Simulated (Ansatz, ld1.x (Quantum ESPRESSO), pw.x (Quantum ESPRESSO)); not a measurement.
# Pt (Z = 78): one change to the TM potential, in the atom and in the diamond crystal

Pt (Z = 78), norm-conserving Troullier–Martins (Kleinman–Bylander form), made with ld1.x (Quantum ESPRESSO) 7.5 (PBE, scalar-relativistic). Core [Xe] 4f14, reference 5d9 6s1 6p0. Waves: 6p (bound, empty): rc 4.05 bohr; 5d (bound): rc 1.95 bohr; 6s (bound): rc 1.75 bohr. Local part: the s channel. Core correction: none.

Change: all radii scaled by about 1.21 (s 2.12, p 4.90, d 2.36 bohr).

Cutoffs, loose and tight: the cutoffs (Ry, on a coarse ladder) from which the occupation-weighted sum of valence levels, in a spherical-Bessel basis at the reference potential, stays within 10 and 1 mRy of its value at 400 Ry. They do not see the model core or the augmentation charge, which bear on the density cutoff. Test errors are all-electron minus pseudo excitation energies from the reference, over the configurations 5d9 6s0 6p0; 5d8 6s0 6p0; 5d7 6s0 6p0; 5d8 6s1 6p1; 5d8 6s2 6p0; 5d6 6s0 6p0; 5d8 6s1 6p0; variants that change the core or the reference have their own tests.

Crystal test: diamond Pt in pw.x 7.5, no spin, 8³ k-points, Fermi–Dirac smearing 0.01 Ry, cutoffs set for each file from its atomic test. The reference is all-electron LAPW (Ansatz 0.2.0) with the same functional, mesh and smearing; V0 and B0 come from Birch–Murnaghan fits to the pressures at five volumes. Errors are pseudo minus all-electron; Δ is the rms difference of the E(V) curves that follow from these fits, minima aligned, over ±6 % about the mean V0. Mesh and smearing are coarse, so the numbers serve the comparison and aren't converged zero-temperature values; the lattice is a test structure that the element need not adopt.

All-electron: a0 = 5.784 Å (V0 = 24.18 Å³/atom), B0 = 111.9 GPa.

Q: Does the change bring the crystal closer to the all-electron result?

A: The mean pressure error goes from +5.84 to +12.77 GPa, so the change moves the solid further from the all-electron pressures.

```tsv
quantity	base	changed
outcome (atom)	generated	generated
cutoff, loose (atom)	40 Ry	35 Ry
cutoff, tight (atom)	70 Ry	50 Ry
bound ghosts (atom)	none	none
largest test error (meV) (atom)	-529	-550 over the solved tests; 1 of 7 tests not solved or not reliable
cutoffs in pw.x (Ry)	85/340	60/240
a0 (Å)	5.876	–
a0 error (%)	+1.59	–
B0 error (%)	-4.6	–
Δ (meV/atom)	28.2	–
mean pressure error (GPa)	+5.84	+12.77
```

A dash: not determined, or the minimum lies outside the volumes sampled.

Base: The largest radius (4.05 bohr) exceeds half the bond length (2.37 bohr), so the spheres overlap, which is one possible source of error among others. This is a poor potential for the solid. The logarithmic derivative shows an extra or strongly shifted pseudo pole above the reference energy (s near 1.58 Ry). Changed file: The largest radius (4.90 bohr) exceeds half the bond length (2.37 bohr), so the spheres overlap, which is one possible source of error among others. This is a poor potential for the solid. Atomic configuration tests: 1 of 7 tests not solved or not reliable. The atomic cutoffs weigh occupied waves only.
